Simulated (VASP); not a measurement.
# Ni (Fm-3m) in VASP: band structure with PBE

Aim: the band structure of Ni with PBE.

Everything below comes from runs of VASP 6.6.1. Logs are shortened: lines on timing, memory, paths and dates and some standing lists are left out, and cuts for length are marked.

### Step 1. The crystal as given

It takes space group Fm-3m (No. 225, cubic). The conventional cell has a = 3.518 Å, b = 3.518 Å, c = 3.518 Å, α = 90.00°, β = 90.00°, γ = 90.00°. Ni (site symmetry m-3m) has 12 Ni at 2.49 Å as nearest neighbours.

### Step 2. Band structure, PBE, collinear spin, ferromagnetic start

Contents of INCAR:

```
SYSTEM = Ni
PREC     = Accurate       ! precision mode
ENCUT    = 520            ! plane-wave cutoff, eV
EDIFF    = 0.05           ! SCF threshold, eV
ISMEAR   = 0              ! smearing method
SIGMA    = 0.1            ! smearing width, eV
LREAL    = .False.        ! projectors in reciprocal space
LASPH    = .True.         ! aspherical terms in the spheres
NELM     = 120            ! most SCF steps
ALGO     = Normal         ! electronic algorithm
ISIF     = 2              ! what is computed and relaxed
LWAVE    = .False.        ! write WAVECAR
LCHARG   = .False.        ! write CHGCAR
ISPIN    = 2              ! spin polarisation
MAGMOM   = 0.8            ! initial moments
LORBIT   = 11             ! projections on sites
LMAXMIX  = 4              ! l up to which the mixer works
GGA      = PE             ! functional
NBANDS   = 15             ! bands
```

Contents of KPOINTS:

```
regular mesh
0
Gamma
  20 20 20
  0 0 0
```

Contents of POSCAR:

```
Ni                                      
1.0
   -0.0000000000      1.7590740687      1.7590740687
    1.7590740687      0.0000000000      1.7590740687
    1.7590740687      1.7590740687      0.0000000000
  Ni            
     1
Direct
     0.0000000000000000    0.0000000000000000    0.0000000000000000
```

Contents of KPOINTS_OPT:

```
path GXWKGLUWLK,UX
20
line-mode
reciprocal
 0.0000000000  0.0000000000  0.0000000000  G
 0.5000000000  0.0000000000  0.5000000000  X

 0.5000000000  0.0000000000  0.5000000000  X
 0.5000000000  0.2500000000  0.7500000000  W

 0.5000000000  0.2500000000  0.7500000000  W
 0.3750000000  0.3750000000  0.7500000000  K

 0.3750000000  0.3750000000  0.7500000000  K
 0.0000000000  0.0000000000  0.0000000000  G

 0.0000000000  0.0000000000  0.0000000000  G
 0.5000000000  0.5000000000  0.5000000000  L

 0.5000000000  0.5000000000  0.5000000000  L
 0.6250000000  0.2500000000  0.6250000000  U

 0.6250000000  0.2500000000  0.6250000000  U
 0.5000000000  0.2500000000  0.7500000000  W

 0.5000000000  0.2500000000  0.7500000000  W
 0.5000000000  0.5000000000  0.5000000000  L

 0.5000000000  0.5000000000  0.5000000000  L
 0.3750000000  0.3750000000  0.7500000000  K

 0.6250000000  0.2500000000  0.6250000000  U
 0.5000000000  0.0000000000  0.5000000000  X
```

Potentials or basis: VASP PAW PBE potentials, release 64 (Ni).

Command:

```sh
> cat potpaw_PBE.64/Ni/POTCAR > POTCAR
> mpirun -np 1 vasp_std > vasp.out
```

OUTCAR:

```text
SYSTEM = Ni
   PREC = Accurate
   ENCUT = 520
   EDIFF = 0.05
   ISMEAR = 0
   LREAL = .False.
   LASPH = .True.
   NELM = 120
   ISIF = 2
   ISPIN = 2
   LORBIT = 11
   GGA = PE

 ion  position               nearest neighbor table
   1  0.000  0.000  0.000-

  LATTYP: Found a face centered cubic cell.
 ALAT       =     3.5181481374

  Lattice vectors:

 A1 = (   0.0000000000,   1.7590740687,   1.7590740687)
 A2 = (   1.7590740687,   0.0000000000,   1.7590740687)
 A3 = (   1.7590740687,   1.7590740687,   0.0000000000)

Analysis of symmetry for initial positions (statically):
=====================================================================
 Subroutine PRICEL returns:
 Original cell was already a primitive cell.

 Routine SETGRP: Setting up the symmetry group for a
 face centered cubic supercell.

 Subroutine GETGRP returns: Found 48 space group operations
 (whereof 48 operations were pure point group operations)
 out of a pool of 48 trial point group operations.

The static configuration has the point symmetry O_h .

Analysis of symmetry for dynamics (positions and initial velocities):
=====================================================================
 Subroutine PRICEL returns:
 Original cell was already a primitive cell.

 Routine SETGRP: Setting up the symmetry group for a
 face centered cubic supercell.

 Subroutine GETGRP returns: Found 48 space group operations
 (whereof 48 operations were pure point group operations)
 out of a pool of 48 trial point group operations.

The dynamic configuration has the point symmetry O_h .

Analysis of structural, dynamic, and magnetic symmetry:
=====================================================================
 Subroutine PRICEL returns:
 Original cell was already a primitive cell.

 Routine SETGRP: Setting up the symmetry group for a
 face centered cubic supercell.

 Subroutine GETGRP returns: Found 48 space group operations
 (whereof 48 operations were pure point group operations)
 out of a pool of 48 trial point group operations.

The overall configuration has the point symmetry O_h .

 Subroutine INISYM returns: Found 48 space group operations
 (whereof 48 operations are pure point group operations),
 and found     1 'primitive' translations

----------------------------------------------------------------------------------------

                                     Primitive cell

  volume of cell :      10.8864

  direct lattice vectors                    reciprocal lattice vectors
     0.000000000  1.759074069  1.759074069    -0.284240447  0.284240447  0.284240447
     1.759074069  0.000000000  1.759074069     0.284240447 -0.284240447  0.284240447
     1.759074069  1.759074069  0.000000000     0.284240447  0.284240447 -0.284240447

  length of vectors
     2.487706405  2.487706405  2.487706405     0.492318896  0.492318896  0.492318896

  position of ions in fractional coordinates (direct lattice)
     0.000000000  0.000000000  0.000000000

  ion indices of the primitive-cell ions
   primitive index   ion index
                 1           1

----------------------------------------------------------------------------------------

 KPOINTS: regular mesh

Automatic generation of k-mesh.
 Grid dimensions read from file:
 generate k-points for:   20   20   20

 Generating k-lattice:

  Cartesian coordinates                     Fractional coordinates (reciprocal lattice)
    -0.014212022  0.014212022  0.014212022     0.050000000  0.000000000  0.000000000
     0.014212022 -0.014212022  0.014212022     0.000000000  0.050000000  0.000000000
     0.014212022  0.014212022 -0.014212022     0.000000000  0.000000000  0.050000000

  Length of vectors
     0.024615945  0.024615945  0.024615945

  Shift w.r.t. Gamma in fractional coordinates (k-lattice)
     0.000000000  0.000000000  0.000000000

 Subroutine IBZKPT returns following result:
 ===========================================

 Found    256 irreducible k-points:

 Following reciprocal coordinates:
            Coordinates               Weight
  0.000000  0.000000  0.000000      1.000000
  0.050000  0.000000  0.000000      8.000000
  0.100000  0.000000  0.000000      8.000000
  0.150000  0.000000  0.000000      8.000000
  0.200000  0.000000  0.000000      8.000000
  0.250000  0.000000  0.000000      8.000000
[... 16 lines left out ...]
 -0.400000  0.050000  0.000000     24.000000
 -0.350000  0.050000  0.000000     24.000000
 [... further k-points ...]
   k-points           NKPTS =    256   k-points in BZ     NKDIM =    256   number of bands    NBANDS=     15
   number of dos      NEDOS =    301   number of ions     NIONS =      1
   total plane-waves  NPLWV =   8000
   dimension x,y,z NGX =    20 NGY =   20 NGZ =   20
   dimension x,y,z NGXF=    40 NGYF=   40 NGZF=   40
   ions per type =               1
   NGX,Y,Z   is equivalent  to a cutoff of  13.37, 13.37, 13.37 a.u.
   NGXF,Y,Z  is equivalent  to a cutoff of  26.73, 26.73, 26.73 a.u.
 SYSTEM =  Ni
   PREC   = accura    normal or accurate (medium, high low for compatibility)
   ISTART =      0    job   : 0-new  1-cont  2-samecut
   ICHARG =      2    charge: 1-file 2-atom 10-const
   ISPIN  =      2    spin polarized calculation?
   LNONCOLLINEAR =      F non collinear calculations
   LSORBIT =      F    spin-orbit coupling
   LASPH  =      T    aspherical Exc in radial PAW
   ENCUT  =  520.0 eV  38.22 Ry    6.18 a.u.   4.63  4.63  4.63*2*pi/ulx,y,z
   NELM   =    120;   NELMIN=  2; NELMDL= -5     # of ELM steps
   EDIFF  = 0.5E-01   stopping-criterion for ELM
   LREAL  =      F    real-space projection
   EDIFFG = 0.5E+00   stopping-criterion for IOM
   NSW    =      0    number of steps for IOM
   IBRION =     -1    ionic relax: 0-MD 1-quasi-New 2-CG
   NFREE  =      0    steps in history (QN), initial steepest desc. (CG)
   ISIF   =      2    stress and relaxation
   ISYM   =      2    0-nonsym 1-usesym 2-fastsym
   POTIM  = 0.5000    time-step for ionic-motion
   TEBEG  =    0.0;   TEEND  =   0.0 temperature during run
   PSTRESS=    0.0 pullay stress
   NELECT =      10.0000    total number of electrons
   NUPDOWN=      -1.0000    fix difference up-down
   EMIN   =  10.00;   EMAX   =-10.00  energy-range for DOS
   EFERMI =   0.00;   METHOD = LEGACY
   ISMEAR =     0;   SIGMA  =   0.10  broadening in eV -4-tet -1-fermi 0-gaus
   EFERMI_NEDOS =   21; number of points for ismear=-14 and -15
   IALGO  =     38    algorithm
   IMIX   =      4    mixing-type and parameters
     AMIX     =   0.40;   BMIX     =  1.00
     AMIX_MAG =   1.60;   BMIX_MAG =  1.00
  volume/ion in A,a.u.               =      10.89        73.46
  Fermi-wavevector in a.u.,A,eV,Ry     =   1.591405  3.007319 34.457703  2.532570
  Thomas-Fermi vector in A             =   2.689950
   LORBIT       =     11    0 simple, 1 ext, 2 COOP (PROOUT), +10 PAW based schemes
   GGA     = PE    functional components
   LHFCALC =     F    Hartree Fock is set to
   AEXX    =    0.0000 exact exchange contribution
   IVDW    =     0    specifies the selected vdW correction
   LEPSILON=     F    determine dielectric tensor
   LRPA    =     F    only Hartree local field effects (RPA)
 spin polarized calculation
 Gauss-broadening in eV      SIGMA  =   0.10
  energy-cutoff  :      520.00
  volume of cell :       10.89
 maximum number of plane-waves:       305
   NGX =  9   NGY =  9   NGZ =  9

 number of electron      10.0000009 magnetization       0.6712789

 Free energy of the ion-electron system (eV)
  ---------------------------------------------------
  ext. energy  EPLUGINS =         0.00000000
  ---------------------------------------------------
  free energy    TOTEN  =        -5.47787824 eV

  energy without entropy =       -5.46925443  energy(sigma->0) =       -5.47356633

 E-fermi :   9.4358     XC(G=0): -13.2289

 val. band max:        9.4356728295   @ k =  -0.4500   0.5000   0.0500
 cond. band min:       9.4376106904   @ k =  -0.2500   0.1000   0.0000
 fundamental gap:      0.0019378609
 Fermi energy:         9.4357522036

 spin component 1

 k-point     1 :       0.0000    0.0000    0.0000
  band No.  band energies     occupation
      1       0.3373      1.00000
      2       6.9757      1.00000
      3       6.9757      1.00000
      4       6.9757      1.00000
      5       8.1535      1.00000
      6       8.1535      1.00000
      7      33.0853      0.00000
      8      36.9160      0.00000
      9      36.9161      0.00000
     10      36.9162      0.00000
     11      39.8753      0.00000
     12      39.8753      0.00000
     13      39.8753      0.00000
     14      42.8024      0.00000
     15      49.1148      0.00000
[... 397 lines left out ...]
 k-point    24 :      -0.3500    0.0500    0.0000
  band No.  band energies     occupation
      1       4.1925      1.00000
      2       7.0618      1.00000
      3       7.1167      1.00000
      4       7.2053      1.00000
      5       8.4840      1.00000
      6       8.8289      1.00000
      7      18.4938      0.00000
      8      31.0275      0.00000
      9      33.3909      0.00000
     10      35.2526      0.00000
     11      37.2398      0.00000
     12      39.0785      0.00000
     13      43.3014      0.00000
     14      49.9752      0.00000
     15      51.5919      0.00000

 [... further k-points ...]

 spin component 2

 k-point     1 :       0.0000    0.0000    0.0000
  band No.  band energies     occupation
      1       0.3257      1.00000
      2       7.7574      1.00000
      3       7.7575      1.00000
      4       7.7575      1.00000
      5       8.7616      1.00000
      6       8.7616      1.00000
      7      32.9369      0.00000
      8      36.9220      0.00000
      9      36.9222      0.00000
     10      36.9222      0.00000
     11      40.0002      0.00000
     12      40.0003      0.00000
     13      40.0003      0.00000
     14      42.7233      0.00000
     15      49.3346      0.00000
[... 397 lines left out ...]
 k-point    24 :      -0.3500    0.0500    0.0000
  band No.  band energies     occupation
      1       4.4249      1.00000
      2       7.5963      1.00000
      3       7.7300      1.00000
      4       7.7728      1.00000
      5       9.2400      0.99718
      6       9.5501      0.05288
      7      18.7641      0.00000
      8      31.0215      0.00000
      9      33.4144      0.00000
     10      35.3774      0.00000
     11      37.2951      0.00000
     12      39.1221      0.00000
     13      43.3835      0.00000
     14      50.0702      0.00000
     15      51.8202      0.00000

 [... further k-points ...]

------------------------ aborting loop because EDIFF is reached ----------------------------------------

  FORCE on cell =-STRESS in cart. coord.  units (eV):
  Direction    XX          YY          ZZ          XY          YZ          ZX
  --------------------------------------------------------------------------------------
  -------------------------------------------------------------------------------------
  Total        0.0663673      0.0663673      0.0663673      0.0000000      0.0000000     -0.0000000
  in kB        9.7674707      9.7674707      9.7674707      0.0000000      0.0000000     -0.0000000
  external PRESSURE =       9.7674707 kB  Pullay stress =       0.0000000 kB

 VOLUME and BASIS-vectors are now :
 -----------------------------------------------------------------------------
  energy-cutoff  :      520.00
  volume of cell :       10.89
      direct lattice vectors                 reciprocal lattice vectors
     0.000000000  1.759074069  1.759074069    -0.284240447  0.284240447  0.284240447
     1.759074069  0.000000000  1.759074069     0.284240447 -0.284240447  0.284240447
     1.759074069  1.759074069  0.000000000     0.284240447  0.284240447 -0.284240447

 POSITION                                       TOTAL-FORCE (eV/Angst)
 -----------------------------------------------------------------------------------
      0.00000      0.00000      0.00000         0.000000     -0.000000     -0.000000
 -----------------------------------------------------------------------------------
    total drift:                                0.000000      0.000000      0.000000

  FREE ENERGIE OF THE ION-ELECTRON SYSTEM (eV)
  ---------------------------------------------------
  free  energy   TOTEN  =        -5.4778782369 eV

  energy  without entropy=       -5.4692544321  energy(sigma->0) =       -5.47356633

 total charge

# of ion       s       p       d       tot
------------------------------------------
    1        0.499   0.503   8.300   9.302

 magnetization (x)

# of ion       s       p       d       tot
------------------------------------------
    1       -0.006  -0.025   0.681   0.650
```

It took 33 s on 1 thread of Intel Xeon 6975P-C (Granite Rapids), shared host; peak memory 0.22 GiB.

Results:

```
Free energy                                           : -5.4779 eV
Pressure                                              : 1.0 GPa
Band gap along the path                               : none (metal or under the smearing width)
Net moment                                            : 0.67 μB per cell
Site moments                                          : Ni +0.65 μB
Valence electrons inside the program's atomic spheres : Ni 9.30
```

Levels at the corners of the path, in eV from the Fermi level:
Spin up:
| point | band 3 | band 4 | band 5 | band 6 | band 7 | band 8 |
| --- | --- | --- | --- | --- | --- | --- |
| Γ | -2.49 | -2.49 | -1.31 | -1.31 | 23.66 | 27.50 |
| X | -0.61 | -0.53 | -0.53 | 2.37 | 9.14 | 14.74 |
| X | -0.61 | -0.53 | -0.53 | 2.37 | 9.14 | 14.74 |
| W | -3.13 | -1.38 | -0.53 | 7.66 | 7.66 | 9.89 |
| W | -3.13 | -1.38 | -0.53 | 7.66 | 7.66 | 9.89 |
| K | -2.17 | -1.15 | -0.79 | 5.64 | 7.21 | 9.87 |
| K | -2.17 | -1.15 | -0.79 | 5.64 | 7.21 | 9.87 |
| Γ | -2.49 | -2.49 | -1.31 | -1.31 | 23.66 | 27.50 |
| Γ | -2.49 | -2.49 | -1.31 | -1.31 | 23.66 | 27.50 |
| L | -2.47 | -0.66 | -0.66 | -0.37 | 5.59 | 22.14 |
| L | -2.47 | -0.66 | -0.66 | -0.37 | 5.59 | 22.14 |
| U | -2.17 | -1.15 | -0.79 | 5.64 | 7.21 | 9.87 |
| U | -2.17 | -1.15 | -0.79 | 5.64 | 7.21 | 9.87 |
| W | -3.13 | -1.38 | -0.53 | 7.66 | 7.66 | 9.89 |
| W | -3.13 | -1.38 | -0.53 | 7.66 | 7.66 | 9.89 |
| L | -2.47 | -0.66 | -0.66 | -0.37 | 5.59 | 22.14 |
| L | -2.47 | -0.66 | -0.66 | -0.37 | 5.59 | 22.14 |
| K | -2.17 | -1.15 | -0.79 | 5.64 | 7.21 | 9.87 |
| U | -2.17 | -1.15 | -0.79 | 5.64 | 7.21 | 9.87 |
| X | -0.61 | -0.53 | -0.53 | 2.37 | 9.14 | 14.74 |
Spin down:
```
point  band 2  band 3  band 4  band 5  band 6  band 7
    Γ   -1.72   -1.72   -1.72   -0.71   -0.71   23.49
    X   -3.62    0.02    0.35    0.35    2.33    9.39
    X   -3.62    0.02    0.35    0.35    2.33    9.39
    W   -2.50   -2.50   -0.81    0.35    7.84    7.84
    W   -2.50   -2.50   -0.81    0.35    7.84    7.84
    K   -3.21   -1.54   -0.56    0.09    5.85    7.39
    K   -3.21   -1.54   -0.56    0.09    5.85    7.39
    Γ   -1.72   -1.72   -1.72   -0.71   -0.71   23.49
    Γ   -1.72   -1.72   -1.72   -0.71   -0.71   23.49
    L   -1.84   -1.84   -0.43    0.11    0.11    6.02
    L   -1.84   -1.84   -0.43    0.11    0.11    6.02
    U   -3.21   -1.54   -0.56    0.09    5.85    7.39
    U   -3.21   -1.54   -0.56    0.09    5.85    7.39
    W   -2.50   -2.50   -0.81    0.35    7.84    7.84
    W   -2.50   -2.50   -0.81    0.35    7.84    7.84
    L   -1.84   -1.84   -0.43    0.11    0.11    6.02
    L   -1.84   -1.84   -0.43    0.11    0.11    6.02
    K   -3.21   -1.54   -0.56    0.09    5.85    7.39
    U   -3.21   -1.54   -0.56    0.09    5.85    7.39
    X   -3.62    0.02    0.35    0.35    2.33    9.39
```
